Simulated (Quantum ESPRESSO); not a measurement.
# Mo (Im-3m) in Quantum ESPRESSO: convergence with wavefunction cutoff

Aim: find how far wavefunction cutoff must go before the results for Mo settle, at PBE. This setting moves, with any that are tied to it; all else stays.

Everything below comes from runs of Quantum ESPRESSO 7.5. Logs are shortened: lines on timing, memory, paths and dates and some standing lists are left out, and cuts for length are marked.

### Step 1. The crystal as given

The structure is cubic, space group Im-3m (No. 229). The conventional cell has a = 3.168 Å, b = 3.168 Å, c = 3.168 Å, α = 90.00°, β = 90.00°, γ = 90.00°. Around Mo (site symmetry m-3m) lie 8 Mo at 2.74 Å.

### Step 2. With wavefunction cutoff 24 Ry

Input file pw.in:

```
&CONTROL
  calculation = 'scf'
  prefix = 'pwscf'
  outdir = './tmp'
  pseudo_dir = './pseudo'
  tprnfor = .true.
  tstress = .true.
  disk_io = 'nowf'
/
&SYSTEM
  ibrav = 0
  nat = 1
  ntyp = 1
  ecutwfc = 24
  nbnd = 13
  occupations = 'smearing'
  smearing = 'mp'
  degauss = 0.00999582
/
&ELECTRONS
  conv_thr = 2d-10
  electron_maxstep = 120
  mixing_beta = 0.5
/
ATOMIC_SPECIES
Mo    95.9500 Mo_ONCV_PBE-1.0.oncvpsp.upf
CELL_PARAMETERS angstrom
  -1.5838089719    1.5838089719    1.5838089719
   1.5838089719   -1.5838089719    1.5838089719
   1.5838089719    1.5838089719   -1.5838089719
ATOMIC_POSITIONS crystal
Mo     0.0000000000    0.0000000000    0.0000000000
K_POINTS automatic
12 12 12 0 0 0
```

Potentials or basis: SSSP 1.3 efficiency PBE.

Run with:

```console
> OMP_NUM_THREADS=1 pw.x -in pw.in > pw.out
```

pw.out:

```text
This program is part of the open-source Quantum ESPRESSO suite
     for quantum simulation of materials; please cite
         "P. Giannozzi et al., J. Phys.:Condens. Matter 21 395502 (2009);
         "P. Giannozzi et al., J. Phys.:Condens. Matter 29 465901 (2017);
         "P. Giannozzi et al., J. Chem. Phys. 152 154105 (2020);
     in publications or presentations arising from this work. More details at

     Message from routine setup:
     using ibrav=0 with symmetry is DISCOURAGED, use correct ibrav instead

     G-vector sticks info
     --------------------
     sticks:   dense  smooth     PW     G-vecs:    dense   smooth      PW
     Sum         197     197     91                 1721     1721     555

     Using Slab Decomposition

     bravais-lattice index     =            0
     lattice parameter (alat)  =       5.1840  a.u.
     unit-cell volume          =     107.2420 (a.u.)^3
     number of atoms/cell      =            1
     number of atomic types    =            1
     number of electrons       =        14.00
     number of Kohn-Sham states=           13
     kinetic-energy cutoff     =      24.0000  Ry
     charge density cutoff     =      96.0000  Ry
     scf convergence threshold =      2.0E-10
     mixing beta               =       0.5000
     number of iterations used =            8  plain     mixing
     Exchange-correlation= PBE
                           (   1   4   3   4   0   0   0)

     celldm(1)=   5.183968  celldm(2)=   0.000000  celldm(3)=   0.000000
     celldm(4)=   0.000000  celldm(5)=   0.000000  celldm(6)=   0.000000

     crystal axes: (cart. coord. in units of alat)
               a(1) = (  -0.577350   0.577350   0.577350 )
               a(2) = (   0.577350  -0.577350   0.577350 )
               a(3) = (   0.577350   0.577350  -0.577350 )

     reciprocal axes: (cart. coord. in units 2 pi/alat)
               b(1) = ( -0.000000  0.866025  0.866025 )
               b(2) = (  0.866025 -0.000000  0.866025 )
               b(3) = (  0.866025  0.866025  0.000000 )

     PseudoPot. # 1 for Mo read from file:
     Mo_ONCV_PBE-1.0.oncvpsp.upf
     Pseudo is Norm-conserving, Zval = 14.0
     Generated using ONCVPSP code by D. R. Hamann
     Using radial grid of 1526 points,  6 beta functions with:
                l(1) =   0
                l(2) =   0
                l(3) =   1
                l(4) =   1
                l(5) =   2
                l(6) =   2

     atomic species   valence    mass     pseudopotential
     Mo               14.00    95.95000     Mo( 1.00)

     48 Sym. Ops., with inversion, found

   Cartesian axes

     site n.     atom                  positions (alat units)
         1        Mo     tau(   1) = (   0.0000000   0.0000000   0.0000000  )

     number of k points=    72  Methfessel-Paxton smearing, width (Ry)=  0.0100
                       cart. coord. in units 2pi/alat
        k(    1) = (   0.0000000   0.0000000   0.0000000), wk =   0.0011574
        k(    2) = (   0.0721688   0.0721688   0.0000000), wk =   0.0138889
        k(    3) = (   0.1443376   0.1443376   0.0000000), wk =   0.0138889
        k(    4) = (   0.2165064   0.2165064   0.0000000), wk =   0.0138889
        k(    5) = (   0.2886751   0.2886751   0.0000000), wk =   0.0138889
        k(    6) = (   0.3608439   0.3608439   0.0000000), wk =   0.0138889
[... 64 lines left out ...]
        k(   71) = (  -0.8660254  -0.0721688  -0.0721688), wk =   0.0138889
        k(   72) = (  -0.8660254  -0.8660254  -0.8660254), wk =   0.0011574

     Dense  grid:     1721 G-vectors     FFT dimensions: (  18,  18,  18)

     Initial potential from superposition of free atoms

     starting charge      13.9990, renormalised to      14.0000
     Starting wfcs are   10 randomized atomic wfcs +    3 random wfcs

     Self-consistent Calculation

     iteration #  1     ecut=    24.00 Ry     beta= 0.50
     Davidson diagonalization with overlap
     ethr =  1.00E-02,  avg # of iterations =  3.4

     Threshold (ethr) on eigenvalues was too large:
     Diagonalizing with lowered threshold

     Davidson diagonalization with overlap
     ethr =  3.07E-04,  avg # of iterations =  1.4

     total energy              =    -137.10228284 Ry
     estimated scf accuracy    <       0.04407807 Ry

     iteration #  2     ecut=    24.00 Ry     beta= 0.50
     Davidson diagonalization with overlap
     ethr =  3.15E-04,  avg # of iterations =  1.9

     total energy              =    -137.10877419 Ry
     estimated scf accuracy    <       0.00152957 Ry

     iteration #  3     ecut=    24.00 Ry     beta= 0.50
     Davidson diagonalization with overlap
     ethr =  1.09E-05,  avg # of iterations =  2.1

     total energy              =    -137.10893381 Ry
     estimated scf accuracy    <       0.00024201 Ry

     iteration #  4     ecut=    24.00 Ry     beta= 0.50
     Davidson diagonalization with overlap
     ethr =  1.73E-06,  avg # of iterations =  1.3

     total energy              =    -137.10893952 Ry
     estimated scf accuracy    <       0.00000152 Ry

     iteration #  5     ecut=    24.00 Ry     beta= 0.50
     Davidson diagonalization with overlap
     ethr =  1.08E-08,  avg # of iterations =  2.0

     total energy              =    -137.10894000 Ry
     estimated scf accuracy    <       0.00000009 Ry

     iteration #  6     ecut=    24.00 Ry     beta= 0.50
     Davidson diagonalization with overlap
     ethr =  6.21E-10,  avg # of iterations =  1.9

     total energy              =    -137.10894001 Ry
     estimated scf accuracy    <          3.5E-09 Ry

     iteration #  7     ecut=    24.00 Ry     beta= 0.50
     Davidson diagonalization with overlap
     ethr =  2.47E-11,  avg # of iterations =  2.0

     End of self-consistent calculation

          k = 0.0000 0.0000 0.0000 (   201 PWs)   bands (ev):

   -40.6030 -13.8289 -13.8289 -13.8289  13.7162  19.6058  19.6058  19.6058
    22.4992  22.4992  35.9944  35.9944  35.9944

          k = 0.0722 0.0722 0.0000 (   207 PWs)   bands (ev):

   -40.5893 -13.9355 -13.8649 -13.8294  14.0104  19.4386  19.5567  19.8501
    22.2719  22.5064  36.1982  36.4946  36.5216

          k = 0.1443 0.1443 0.0000 (   209 PWs)   bands (ev):

   -40.5455 -14.1800 -13.9480 -13.8361  14.8015  18.9922  19.4115  20.6671
    21.9590  22.5623  36.4579  37.4270  37.9056

          k = 0.2165 0.2165 0.0000 (   209 PWs)   bands (ev):

   -40.4843 -14.5152 -14.0529 -13.8341  15.6688  18.4779  19.3613  21.9344
    22.0066  22.7006  35.8574  36.9796  40.0280

          k = 0.2887 0.2887 0.0000 (   214 PWs)   bands (ev):

   -40.4243 -14.8449 -14.1607 -13.8356  15.9304  18.0119  20.1609  22.3171
    22.8961  23.4479  34.5449  35.0973  41.6783

          k = 0.3608 0.3608 0.0000 (   206 PWs)   bands (ev):

   -40.3756 -15.0687 -14.2254 -13.8289  15.7653  17.7059  21.5456  22.6342
    23.1259  24.9061  33.1715  33.4368  39.2128

          k =-0.4330-0.4330 0.0000 (   214 PWs)   bands (ev):

   -40.3619 -15.1604 -14.2578 -13.8382  15.6570  17.5862  22.4198  22.5589
    23.1676  25.5028  32.3052  33.0118  38.2097

          k = 0.1443 0.0722 0.0722 (   211 PWs)   bands (ev):

   -40.5605 -14.1074 -13.9030 -13.8580  14.5617  19.2124  19.3110  20.4553
    21.9427  22.5927  36.5889  37.1894  37.3163

          k = 0.2165 0.1443 0.0722 (   213 PWs)   bands (ev):

   -40.5083 -14.3884 -13.9984 -13.8705  15.4580  18.7472  19.0762  21.5542
    21.7557  22.7677  36.6199  37.3789  38.6043

          k = 0.2887 0.2165 0.0722 (   207 PWs)   bands (ev):

   -40.4443 -14.6920 -14.1120 -13.8658  16.1189  18.2632  19.2985  21.9447
    22.9641  23.1257  35.3736  36.2136  40.5161

          k = 0.3608 0.2887 0.0722 (   208 PWs)   bands (ev):

   -40.3910 -14.9561 -14.2156 -13.8671  16.0759  17.8861  20.3505  22.3414
    23.2170  24.7202  33.8080  34.4092  39.4671

          k = 0.4330 0.3608 0.0722 (   213 PWs)   bands (ev):

   -40.3617 -15.1093 -14.2777 -13.8744  15.8901  17.6806  21.3479  22.4797
    23.5345  25.9025  32.3536  33.4706  37.9652

          k = 0.2887 0.1443 0.1443 (   208 PWs)   bands (ev):

   -40.4532 -14.6234 -14.0892 -13.9081  16.3009  18.4833  18.7001  21.6764
    22.9548  23.1941  36.0395  36.7943  39.3179

          k = 0.3608 0.2165 0.1443 (   214 PWs)   bands (ev):

   -40.4017 -14.8460 -14.2294 -13.9329  16.6555  18.0834  19.1054  21.9297
    23.2353  24.8952  34.3940  35.6673  38.8976
[... 243 lines left out ...]
   -40.2780 -14.9556 -14.5153 -14.3090  16.6096  17.6329  20.1441  21.1972
    25.1097  28.2721  31.4352  34.7805  37.9944

          k =-0.7939-0.1443-0.2165 (   219 PWs)   bands (ev):

   -40.2634 -14.8795 -14.6363 -14.3610  16.6388  17.0798  20.3035  22.2858
    24.4597  28.6780  31.8878  33.5432  39.2173

          k =-0.7217-0.1443-0.1443 (   218 PWs)   bands (ev):

   -40.2520 -14.7890 -14.7890 -14.3598  16.7331  16.7331  20.1941  23.6819
    23.6819  31.1037  31.1037  31.2352  40.3928

          k =-0.0000-0.0000 0.5774 (   221 PWs)   bands (ev):

   -40.2848 -14.7062 -14.5230 -14.5230  16.8293  17.0654  21.5846  21.5846
    23.0800  25.8569  35.5932  35.5932  37.2259

          k = 0.0000-0.0722 0.6495 (   218 PWs)   bands (ev):

   -40.2485 -14.8053 -14.6015 -14.5423  16.3662  16.6779  21.9073  22.1927
    24.2106  27.4670  33.0502  33.7500  38.7395

          k =-0.8660-0.1443-0.1443 (   220 PWs)   bands (ev):

   -40.2362 -14.8606 -14.6354 -14.5311  16.2085  16.5121  21.9075  22.3593
    24.9228  29.2745  30.8879  32.8637  39.7332

          k =-0.7939-0.0722-0.1443 (   222 PWs)   bands (ev):

   -40.2270 -14.8052 -14.7229 -14.5588  16.0979  16.2553  22.0434  23.5018
    24.4592  29.2593  31.5763  31.6892  40.1433

          k = 0.0000 0.0000 0.7217 (   228 PWs)   bands (ev):

   -40.2197 -14.7513 -14.7009 -14.7009  15.8723  16.0690  23.4227  23.4227
    24.2359  28.3652  31.8496  31.8496  39.6762

          k =-0.8660-0.0722-0.0722 (   228 PWs)   bands (ev):

   -40.2075 -14.7905 -14.7318 -14.6921  15.7389  15.8056  23.7335  23.9294
    24.7676  29.7412  30.2598  30.9102  40.6537

          k =-0.8660-0.8660-0.8660 (   236 PWs)   bands (ev):

   -40.1992 -14.7661 -14.7661 -14.7661  15.5505  15.5505  24.7107  24.7107
    24.7107  29.8616  29.8616  29.8616  40.2384

     the Fermi energy is    20.8485 ev

!    total energy              =    -137.10894001 Ry
     estimated scf accuracy    <          1.5E-10 Ry
     smearing contrib. (-TS)   =      -0.00001265 Ry
     internal energy E=F+TS    =    -137.10892736 Ry

     The total energy is F=E-TS. E is the sum of the following terms:
     one-electron contribution =     -20.69823543 Ry
     hartree contribution      =      18.37144999 Ry
     xc contribution           =     -15.62109075 Ry
     ewald contribution        =    -119.16105117 Ry

     convergence has been achieved in   7 iterations

     Forces acting on atoms (cartesian axes, Ry/au):

     atom    1 type  1   force =     0.00000000    0.00000000    0.00000000

     Total force =     0.000000     Total SCF correction =     0.000000

     Computing stress (Cartesian axis) and pressure

          total   stress  (Ry/bohr**3)                   (kbar)     P=     -361.37
  -0.00245651  -0.00000000  -0.00000000         -361.37       -0.00       -0.00
  -0.00000000  -0.00245651  -0.00000000           -0.00     -361.37       -0.00
  -0.00000000  -0.00000000  -0.00245651           -0.00       -0.00     -361.37

=------------------------------------------------------------------------------=
   JOB DONE.
=------------------------------------------------------------------------------=
```

It took 3.2 s on 1 thread of Arm Neoverse V1, shared host; peak memory 0.05 GiB.

Results:

```yaml
Free_energy: -1865.4622 eV
Pressure: -36.1 GPa
Band_gap_on_the_k_mesh: none (metal or under the smearing width)
```

### Step 3. With wavefunction cutoff 30 Ry

Edit pw.in of step 2 so:

```diff
@@ -13,3 +13,3 @@
   ntyp = 1
-  ecutwfc = 24
+  ecutwfc = 30
   nbnd = 13
```

Potentials or basis: SSSP 1.3 efficiency PBE.

Run with:

```console
> OMP_NUM_THREADS=1 pw.x -in pw.in > pw.out
```

Run time: 2.8 s. Hardware: 1 thread of Arm Neoverse V1, shared host; peak memory 0.05 GiB.

Results:

* Free energy: -1865.9452 eV
* Pressure: -5.2 GPa
* Band gap on the k mesh: none (metal or under the smearing width)

### Step 4. With wavefunction cutoff 36 Ry

Edit pw.in of step 3 so:

```diff
@@ -13,3 +13,3 @@
   ntyp = 1
-  ecutwfc = 30
+  ecutwfc = 36
   nbnd = 13
```

Run with:

```console
> OMP_NUM_THREADS=1 pw.x -in pw.in > pw.out
```

Wall time 3.1 s (1 thread of Arm Neoverse V1, shared host); peak memory 0.05 GiB.

Results:

```yaml
Free_energy: -1865.9748 eV
Pressure: -2.1 GPa
Band_gap_on_the_k_mesh: none (metal or under the smearing width)
```

### Step 5. With wavefunction cutoff 42 Ry

Edit pw.in of step 4 so:

```diff
@@ -13,3 +13,3 @@
   ntyp = 1
-  ecutwfc = 36
+  ecutwfc = 42
   nbnd = 13
```

Run with:

```console
> OMP_NUM_THREADS=1 pw.x -in pw.in > pw.out
```

Run time: 7 s. Hardware: 1 thread of Arm Neoverse V1, shared host; peak memory 0.05 GiB.

What came out:

```
Free energy            : -1865.9757 eV
Pressure               : -2.0 GPa
Band gap on the k mesh : none (metal or under the smearing width)
```

### Step 6. With wavefunction cutoff 48 Ry

Edit pw.in of step 5 so:

```diff
@@ -13,3 +13,3 @@
   ntyp = 1
-  ecutwfc = 42
+  ecutwfc = 48
   nbnd = 13
```

Potentials or basis: SSSP 1.3 efficiency PBE.

Run with:

```console
> OMP_NUM_THREADS=1 pw.x -in pw.in > pw.out
```

Wall time 7.6 s (1 thread of Arm Neoverse V1, shared host); peak memory 0.05 GiB.

Results (log left out):

| Item | Value |
| --- | --- |
| Free energy | -1865.9761 eV |
| Pressure | -2.0 GPa |
| Band gap on the k mesh | none (metal or under the smearing width) |

### Step 7. With wavefunction cutoff 54 Ry

Edit pw.in of step 6 so:

```diff
@@ -13,3 +13,3 @@
   ntyp = 1
-  ecutwfc = 48
+  ecutwfc = 54
   nbnd = 13
```

Run with:

```console
> OMP_NUM_THREADS=1 pw.x -in pw.in > pw.out
```

Wall time 7.4 s (1 thread of Arm Neoverse V1, shared host); peak memory 0.05 GiB.

Results (log left out):

```
Free energy            : -1865.9768 eV
Pressure               : -2.0 GPa
Band gap on the k mesh : none (metal or under the smearing width)
```

### Step 8. With wavefunction cutoff 60 Ry

Edit pw.in of step 7 so:

```diff
@@ -13,3 +13,3 @@
   ntyp = 1
-  ecutwfc = 54
+  ecutwfc = 60
   nbnd = 13
```

Run with:

```console
> OMP_NUM_THREADS=1 pw.x -in pw.in > pw.out
```

It took 7.8 s on 1 thread of Arm Neoverse V1, shared host; peak memory 0.05 GiB.

The run converged. Its results:

* Free energy: -1865.9780 eV
* Pressure: -2.1 GPa
* Band gap on the k mesh: none (metal or under the smearing width)

### Step 9. With wavefunction cutoff 72 Ry

Edit pw.in of step 8 so:

```diff
@@ -13,3 +13,3 @@
   ntyp = 1
-  ecutwfc = 60
+  ecutwfc = 72
   nbnd = 13
```

Potentials or basis: SSSP 1.3 efficiency PBE.

Run with:

```console
> OMP_NUM_THREADS=1 pw.x -in pw.in > pw.out
```

It took 13 s on 1 thread of Arm Neoverse V1, shared host; peak memory 0.05 GiB.

Results (log left out):

```
Free energy            : -1865.9790 eV
Pressure               : -2.0 GPa
Band gap on the k mesh : none (metal or under the smearing width)
```

### Step 10. With wavefunction cutoff 90 Ry

Edit pw.in of step 9 so:

```diff
@@ -13,3 +13,3 @@
   ntyp = 1
-  ecutwfc = 72
+  ecutwfc = 90
   nbnd = 13
```

Run with:

```console
> OMP_NUM_THREADS=1 pw.x -in pw.in > pw.out
```

It took 13 s on 1 thread of Arm Neoverse V1, shared host; peak memory 0.06 GiB.

Results (log left out):

```
Free energy            : -1865.9790 eV
Pressure               : -2.0 GPa
Band gap on the k mesh : none (metal or under the smearing width)
```

### Step 11. Result

```tsv
wavefunction cutoff	energy less the tightest run, at zero smearing (meV/atom)	pressure (GPa)	SCF cycles	CPU time (s)	peak memory (GiB)
24 Ry	516.82	-36.14	7	3.2	0.05
30 Ry	33.82	-5.16	8	2.8	0.05
36 Ry	4.25	-2.07	8	3.1	0.05
42 Ry	3.36	-1.97	8	7	0.05
48 Ry	2.99	-1.99	8	7.6	0.05
54 Ry	2.27	-2.05	8	7.4	0.05
60 Ry	1.05	-2.07	8	7.7	0.05
72 Ry	0.06	-2.02	8	13	0.05
90 Ry	0.00	-2.01	8	13	0.06
```

Against the tightest run, the energy stays within 1 meV/atom from 72 Ry on; the pressure stays within 0.1 GPa from 36 Ry on. The tightest run that finished is the yardstick and may itself not be fully converged.
